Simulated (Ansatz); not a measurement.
**C: hydrostatic pressure series**

Theory: DFT r2SCAN, scalar-relativistic, plane waves, PAW (Ansatz 0.2.0). (500 eV cutoff, 18×18×6 k-mesh, Gaussian smearing of 0.10 eV, no spin polarisation)

Starting point, cell and atoms relaxed:

```
C
1.0
     1.22812   -2.12646    0.00000
     1.22812    2.12646    0.00000
     0.00000    0.00000    7.11555
C
4
Direct
  0.08332 0.91668 0.74992
  0.58332 0.41668 0.25008
  0.91668 0.08332 0.25008
  0.41668 0.58332 0.74992
```

Cell and atoms are relaxed at each pressure within the symmetry of the start, at zero temperature, so transitions that lower the symmetry aren't seen. The k-mesh given is that at zero pressure and may differ at others. a, b and c are the lengths of the cell vectors above. ΔH is E + PV over the energy at zero pressure. Gaps are generalised Kohn–Sham gaps, read on the k-mesh where the zone wasn't searched.

```
P (GPa) V (Å³/atom) V/V0  a (Å) b (Å) c (Å)  α (°)  β (°)  γ (°)  ΔH (eV/atom) gap (eV)
      0         9.29  1.000  2.456  2.456  7.116   90.0   90.0  120.0         0.000     metal
      1         8.94  0.962  2.453  2.453  6.856   90.0   90.0  120.0         0.057      0.01
      4         8.39  0.903  2.447  2.447  6.465   90.0   90.0  120.0         0.218     metal
     12            ?      ?      ?      ?      ?      ?      ?      ?             ?         ?
     25         7.04  0.758  2.414  2.414  5.571   90.0   90.0  119.8         1.211     metal
     50            ?      ?      ?      ?      ?      ?      ?      ?             ?         ?
     90         5.67  0.610  2.347  2.347  4.732   90.0   90.0  119.6         3.741     metal
```

(1) What stands in the row for 12 GPa?

(2) What stands in the row for 50 GPa?

Answers

(1) V 7.67 Å³/atom; V/V0 0.825; a 2.433 Å; b 2.433 Å; c 5.976 Å; α 90.0 °; β 90.0 °; γ 119.9 °; ΔH 0.617 eV/atom; gap metal.

(2) V 6.33 Å³/atom; V/V0 0.682; a 2.384 Å; b 2.384 Å; c 5.132 Å; α 90.0 °; β 90.0 °; γ 119.7 °; ΔH 2.250 eV/atom; gap metal.

This form isn't the element's structure at ambient conditions.